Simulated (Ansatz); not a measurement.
Zone-centre phonons of HfS₂ at 9 GPa: input and output

Level of theory: Ansatz 0.2.0, DFT PBE+D3(BJ), scalar-relativistic, plane waves, PAW.

Launched with:
```bash
ansatz run input.yaml --threads 1 --pin off --max-ram 3072MiB --backend cpu --events-out ev --progress --plain --runs-dir out
```

Input (bare energies are in eV):
```yaml
crystal:
  lattice:
    - [3.4788391924, 0.0, 0.0]
    - [-1.7394195962, 3.0127631163, 0.0]
    - [0.0, 0.0, 5.3215970247]
  atoms:
    - { symbol: Hf, position: [0.0, 0.0, 0.0] }
    - { symbol: S, position: [0.6666666667, 0.3333333333, 0.7219264973] }
    - { symbol: S, position: [0.3333333333, 0.6666666667, 0.2780735027] }
basis:
  ecutwfc: 420
kpoints:
  mp_grid: { grid: [12, 12, 8] }
hamiltonian:
  xc: pbe
  dispersion: d3bj
scf:
  occupations: { method: fermi_dirac, width: 0.15 }
output:
  eigenvalues: true
phonons:
  method: dfpt
  eigenvectors: true
```

Results section of the output:
```
--- Phonons (Γ-DFPT): 4 representative perturbations + reference, on 320 of 1152 k-points (Σ response iterations 13) ---
  k mesh reduced under 2 symmetry operations, with k and −k counted as one. Each operation leaves every solved perturbation unchanged. A smaller set is not used because it would not reduce the number of displacements ...
  ASR residual: 1.630e-4 → 0.000e0 eV/Å²; symmetrization residual: 3.966e-5 eV/Å²
  pairwise dispersion correction: d3bj (s6 = 1.0, s8 = 0.7875, a1 = 0.4289, a2_bohr = 4.4407), with the weights of each atom's references fixed at the reference crystal's, and the forces and stress that the weights' published response gives ...
  ASR residual per site (eV/Å²): 1.63e-4 1.15e-4 1.15e-4
  Γ frequencies (cm⁻¹): 0.00 0.00 0.00 179.91 179.91 273.98 273.98 333.15 374.91
  non-analytic LO–TO correction: not included (Born effective charges unavailable; polar crystals: no LO–TO splitting at Γ)
```

The run took 6.3 min on 1 thread of Intel(R) Xeon(R) Processor @ 2.50GHz (Skylake/Cascade Lake), on a shared host, peak memory 1.5 GiB.

Without a gap, frequencies and elastic constants depend on the k mesh and the smearing, soft modes and shear constants most. Spin–orbit coupling is left out, which matters for heavy elements. A semilocal functional can close a gap that the real compound has.

The bands only touch here, so at this level the crystal is a zero-gap semiconductor or semimetal, not an ordinary metal; spin–orbit coupling, left out, can open or move such a gap.